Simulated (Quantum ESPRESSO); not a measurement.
Crystal: HfB2.

```
Hf B
1.0
     3.14000    0.00000    0.00000
    -1.57000    2.71932    0.00000
     0.00000    0.00000    3.48000
Hf B
1 2
Direct
  0.00000 0.00000 0.00000
  0.66667 0.33333 0.50000
  0.33333 0.66667 0.50000
```

Base run:

- Program: Quantum ESPRESSO 7.5
- Functional: PBEsol
- Potentials or basis: GBRV 1.5 PBEsol
- Cutoff: 612 eV
- Density cutoff: 4898 eV
- k mesh: 10 × 10 × 8
- Occupations: fermi-dirac, width 0.05 eV
- Spin: no spin polarisation

Its results: band gap on the k mesh none (metal or under the smearing width); pressure -3.8 GPa.

The run is repeated on the same cell with these changes: functional from PBEsol to LDA; potentials or basis from GBRV 1.5 PBEsol to GBRV 1.5 LDA. What comes out?

Band gap on the k mesh none (metal or under the smearing width); pressure -9.3 GPa.

Caveats: spin-orbit coupling is left out, which moves the levels of the heavy elements.
